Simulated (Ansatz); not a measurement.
**Pressure against volume in Al6N**

It was reached by relaxing an invented guess, and it needn't be the stable form of this composition.

These are results of DFT PBE, scalar-relativistic, plane waves, PAW in Ansatz, not measurements. Cutoff 420 eV, Γ-centred 12×12×2 mesh (14-atom cell), Gaussian smearing of 0.10 eV, no spin polarisation.

```
Al N
1.0
     2.98421    0.00000    0.00000
    -1.49210    2.58440    0.00000
     0.00000    0.00000   27.87827
Al N
12 2
Direct
  0.66667 0.33333 0.67572
  0.00000 0.00000 0.75630
  0.33333 0.66667 0.83765
  0.33333 0.66667 0.59453
  0.33333 0.66667 0.09069
  0.66667 0.33333 0.18449
  0.00000 0.00000 0.99808
  0.00000 0.00000 0.27121
  0.66667 0.33333 0.91897
  0.66667 0.33333 0.43189
  0.00000 0.00000 0.51337
  0.33333 0.66667 0.35075
  0.00000 0.00000 0.06628
  0.33333 0.66667 0.15838
```

The cell was set to several volumes, with shape and atoms relaxed at each where symmetry leaves them free. Pressure is positive in compression, and energies count from the lowest row. No row has a gap on its mesh.

| row | V (Å³/atom) | P (GPa) | ΔE (meV/atom) |
| --- | --- | --- | --- |
| 1 | 13.515 | 14.67 | 75.5 |
| 2 | 13.975 | ? | ? |
| 3 | 14.436 | 6.16 | 16.9 |
| 4 | 14.897 | 2.83 | 4.0 |
| 5 | 15.358 | 0.00 | 0.0 |
| 6 | 15.818 | -2.39 | 3.5 |
| 7 | 16.279 | -4.42 | 13.3 |
| 8 | 16.893 | -6.63 | 34.7 |

**Question.** Find B = −V·ΔP/ΔV from rows 4 and 6 and from rows 1 and 3, and from the two its slope B′ and its value B0 at zero pressure.

**Answer.** Rows 4 and 6 give −(14.897 + 15.818)/2 × (-2.39 − (2.83))/(15.818 − 14.897) = 87.0 GPa at a mean pressure of 0.22 GPa. Rows 1 and 3 give −(13.515 + 14.436)/2 × (6.16 − (14.67))/(14.436 − 13.515) = 129.1 GPa at a mean pressure of 10.41 GPa. So B′ = (129.1 − 87.0)/(10.41 − (0.22)) = 4.13 and B0 = 87.0 − 4.13 × (0.22) = 86.1 GPa. A third-order Birch–Murnaghan fit to all the energies gives B0 = 86.5 GPa and B′ = 4.4.

**Question.** Estimate the pressure and energy of row 2.

**Answer.** From row 5, V0 = 15.358 × (1 + (0.00)/86.1) = 15.358 Å³/atom. Murnaghan's form P = (B0/B′)·[(V0/V)^B′ − 1] gives (86.1/4.13) × [(15.358/13.975)^4.13 − 1] = 9.94 GPa; the computed pressure is 10.08 GPa, so the estimate is off by -0.14 GPa. The work of compression from row 3, with the mean of the two pressures, gives ΔE = 16.9 + (9.94 + 6.16)/2 × (14.436 − 13.975)/160.2 × 1000 = 40.1 meV/atom (1 eV/Å³ = 160.2 GPa); the computed value is 40.1 meV/atom.

All volumes keep the k mesh of the relaxed cell. A later test with randomly moved atoms came back to the same energy, though modes that don't fit the test's cell weren't probed.
